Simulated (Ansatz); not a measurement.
Crystal: CoO.

```xyz
2
Lattice="2.8285 0.0000 0.0000 -1.4142 2.4495 0.0000 0.0000 0.0000 2.7217" Properties=species:S:1:pos:R:3 pbc="T T T"
Co    0.0000    0.0000    1.3609
O     1.4142    0.8165    0.0000
```

The cell was built by a generator and needn't be a form met in nature.

- Program: Ansatz 0.2.0
- Task: relaxation of cell and atoms
- Functional: RPBE
- Potentials or basis: Ansatz PAW
- Cutoff: 420 eV (not typed: the program's choice for these potentials)
- k mesh: 8 × 8 × 7
- Occupations: fermi-dirac, width 0.05 eV
- Spin: collinear spin, ferromagnetic start
- Starting moments: [2.0, 0.0] μB

At the start: volume 9.43 Å³/atom.

Q: How do energy, volume and symmetry change on relaxing?

A: It ends after 7 steps and the volume is 9.77 Å³/atom (+3.7 %); space group P-6m2 (No. 187, to 0.05 Å); moment 3.00 μB per cell.

Step by step:
```tsv
step	energy change (eV)	largest force (eV/Å)	volume (Å³)
1	0.0000	0.0000	18.86
2	-0.0081	0.0000	19.19
3	-0.0099	0.0000	19.50
4	-0.0098	0.0000	19.52
5	-0.0130	0.0000	19.52
6	-0.0129	0.0000	19.55
7	-0.0131	0.0000	19.55
```

Final structure:
```xyz
2
Lattice="2.8684 0.0000 0.0000 -1.4342 2.4841 0.0000 0.0000 0.0000 2.7434" Properties=species:S:1:pos:R:3 pbc="T T T"
Co    0.0000    0.0000    1.3717
O     1.4342    0.8280    0.0000
```

Caveat: the plane-wave basis is chosen anew once the cell has moved, so the energies of steps on either side of that aren't comparable; the pressure holds a Pulay correction of +0.6 GPa for the finite cutoff; a cell with one magnetic atom can't hold antiferromagnetic order, which such compounds often take; the PAW data sets come from PBE, with cores solved anew for the run's functional, which leaves a small shift of forces and pressure.
